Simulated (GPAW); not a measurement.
### BN (P6_3/mmc): G0W0 with GPAW, start to end

Symmetry: P6_3/mmc, No. 194, hexagonal system. The conventional cell has a = 2.498 Å, b = 2.498 Å, c = 6.636 Å, α = 90.00°, β = 90.00°, γ = 120.00°. Nearest to B lie 3 N at 1.44 Å. Nearest to N lie 3 B at 1.44 Å. Farther neighbours and most contacts between anions are not listed.

```
method                               : DFT, PBE, plane waves, PAW (and 1 further level or step)
program                              : GPAW 26.7.0
settings of one run                  : cutoff 600 eV, GPAW PAW setups 1.2.1 data release, 6×6×4 k-mesh, nbands 159
cost                                 : 4 runs, 60 s in all on 8 MPI ranks of AMD EPYC 9R45, shared host (the runs of this entry)
notes                                : The database entry behind the starting cell differs from later determinations by our own check (about 0.3 % short, minor phase). The cell and positions come from the Crystallography Open Database and are kept as given unless a step says otherwise. Only 3 of the mesh’s irreducible points were corrected, so a valley elsewhere could overtake. Bands and cutoff are finite, so the gap is not at the basis limit. The miss can reach some tenths of an eV and take either sign; the mesh is an error of its own. The 6×6×4 mesh is coarse for this cell, which bears on the long-range parts of exchange and screening.
PBE gap                              : 4.26 eV, indirect
G0W0 gap on the mesh                 : 5.87 eV
G0W0 gap over the zone (rigid shift) : 5.85 eV
GW settings                          : 6×6×4 mesh, 149 bands, screening to 150 eV, Godby-Needs plasmon pole
known limits                         : not at the basis limit; coarse k mesh
```

G0W0 moves the gap on the mesh from 4.28 eV to 5.87 eV (+1.59 eV), with Z of 0.81 and 0.84 at the edges. The mesh misses the band edges by 0.03 eV in all; a rigid shift gives 5.85 eV for the zone.

[Paths, hosts, dates, memory and timing lines, banners, echoed tables and standing remarks are left out of the program output.]

[Logs are printed without paths, hosts, clocks, repeated set-up lines and the standing remarks that a program may print on its own settings, such as how far it seeks lower states.]

[Runs of the session that timed out or met a known fault of the program may be left out.]

[Hosts, paths, dates, database ids (printed as entryN), source tags and the programs' standing remarks are cut or masked in the printed files.]
